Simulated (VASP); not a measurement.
SnO:

```
Sn O
1.0
     3.81370    0.00000    0.00000
     0.00000    3.81370    0.00000
     0.00000    0.00000    4.88691
Sn O
2 2
Cartesian
  1.9068 0.0000 3.7367
  0.0000 1.9068 1.1503
  0.0000 0.0000 0.0000
  1.9068 1.9068 0.0000
```

The cell is a database's computed one.

* Program: VASP 6.6.1
* Task: relaxation of cell and atoms
* Functional: BEEF-vdW
* Potentials or basis: VASP PAW PBE potentials, release 64 (Sn_d, O)
* Cutoff: 600 eV
* k mesh: 7 × 7 × 6
* Occupations: fermi-dirac, width 0.05 eV
* Spin: no spin polarisation

At the start: pressure 5.5 GPa; volume 17.77 Å³/atom.

**Question.** Where does the relaxation end?

**Answer.** Over 11 steps the energy falls by 21.2 meV/atom and the volume is 19.74 Å³/atom (+11.1 %); space group P4/nmm (No. 129, to 0.05 Å).

The path:
| step | energy change (eV) | largest force (eV/Å) | pressure (GPa) | volume (Å³) |
| --- | --- | --- | --- | --- |
| 1 | 0.0000 | 0.5498 | 5.50 | 71.08 |
| 2 | -0.0174 | 0.9517 | -3.30 | 77.54 |
| 3 | -0.0630 | 0.3061 | 0.36 | 74.44 |
| 4 | -0.0703 | 0.1828 | 0.22 | 75.11 |
| 5 | -0.0736 | 0.0283 | 0.07 | 76.00 |
| 6 | -0.0764 | 0.0157 | 0.11 | 76.32 |
| 7 | -0.0822 | 0.0229 | 0.23 | 77.29 |
| 8 | -0.0831 | 0.1046 | 0.59 | 79.17 |
| 9 | -0.0841 | 0.0791 | 0.46 | 78.48 |
| 10 | -0.0818 | 0.1933 | -0.86 | 80.05 |
| 11 | -0.0848 | 0.0069 | 0.03 | 78.97 |

Final structure:
```cif
data_structure
_symmetry_space_group_name_H-M 'P 1'
_symmetry_Int_Tables_number 1
_cell_length_a 3.8905
_cell_length_b 3.8905
_cell_length_c 5.2173
_cell_angle_alpha 90.000
_cell_angle_beta 90.000
_cell_angle_gamma 90.000
_cell_volume 78.97
loop_
_atom_site_label
_atom_site_type_symbol
_atom_site_fract_x
_atom_site_fract_y
_atom_site_fract_z
_atom_site_occupancy
Sn1 Sn 0.50000 0.00000 0.77614 1
Sn2 Sn 0.00000 0.50000 0.22386 1
O1 O 0.00000 0.00000 0.00000 1
O2 O 0.50000 0.50000 0.00000 1
```

Caveat: the PAW data sets were made with another functional, which shifts forces and pressure a little.
